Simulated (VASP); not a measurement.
CdSe (Cadmoselite): dielectric tensor with PBEsol

**The experiment to reproduce.**

A printed reference work, data compilation reports, for a bulk crystal of CdSe at 2 K: band gap 1.841 eV.

The system is CdSe (Cadmoselite).

```
Cd Se
1.0
     4.30969    0.00000    0.00000
    -2.15484    3.73230    0.00000
     0.00000    0.00000    7.03519
Cd Se
2 2
Direct
  0.33333 0.66667 0.00467
  0.66667 0.33333 0.50467
  0.33333 0.66667 0.38033
  0.66667 0.33333 0.88033
```

```json
{
  "Program": "VASP 6.6.1",
  "Task": "dielectric tensor",
  "Functional": "PBEsol",
  "Potentials or basis": "VASP PAW PBE potentials, release 64 (Cd, Se)",
  "Cutoff": "600 eV",
  "k mesh": "12 × 12 × 6",
  "Occupations": "gaussian, width 0.03 eV",
  "Spin": "no spin polarisation",
  "Monkhorst-Pack mesh": "no",
  "Further INCAR settings": "ALGO = Fast; EDIFF = 1e-08"
}
```

- Band gap on the k mesh: 0.53 eV, direct
- Electronic dielectric tensor (diagonal): 9.14, 9.14, 9.04
- Born charges (mean of the diagonal): Cd +2.22; Se -2.22 e

Levels at points of the mesh, in eV from the valence-band top:
```csv
k point,band 16,band 17,band 18,band 19,band 20,band 21
"(0.00, 0.00, 0.00)",-0.05,0.00,0.00,0.53,2.09,5.78
"(0.50, 0.00, 0.00)",-1.87,-1.35,-0.76,3.11,3.23,4.66
"(0.00, 0.00, 0.50)",-0.40,-0.40,-0.40,2.27,2.27,5.74
"(0.50, 0.00, 0.50)",-1.37,-1.36,-1.36,2.82,2.82,4.75
```

Electronic dielectric tensor:
```
9.14 0.00 0.00
0.00 9.14 0.00
0.00 0.00 9.04
```

Born effective charge tensors (e):
atom 1, Cd
```
2.18 0.00 0.00
0.00 2.18 0.00
0.00 0.00 2.31
```
atom 2, Cd
```
2.18 0.00 0.00
0.00 2.18 0.00
0.00 0.00 2.31
```
atom 3, Se
```
-2.18  0.00  0.00
 0.00 -2.18  0.00
 0.00  0.00 -2.31
```
atom 4, Se
```
-2.18  0.00  0.00
 0.00 -2.18  0.00
 0.00  0.00 -2.31
```

It took 15 min on 2 MPI ranks on Intel(R) Xeon(R) 6975P-C (Granite Rapids) (shared host), peak memory 1.6 GiB a rank.

Measured gap of CdSe: 1.841 eV (2 K; a printed reference work, data compilation). This calculation gives 0.53 eV (-1.31 eV). So large a miss can be the level of theory's own, or it may mean another phase, state or a wrong row. Spin-orbit coupling on Cd, Se is left out. The value is that of PBEsol, without temperature or zero-point motion. Semilocal functionals fall short of measured gaps as a rule.

Caveat: the gap is small at this level, which inflates the dielectric constant.
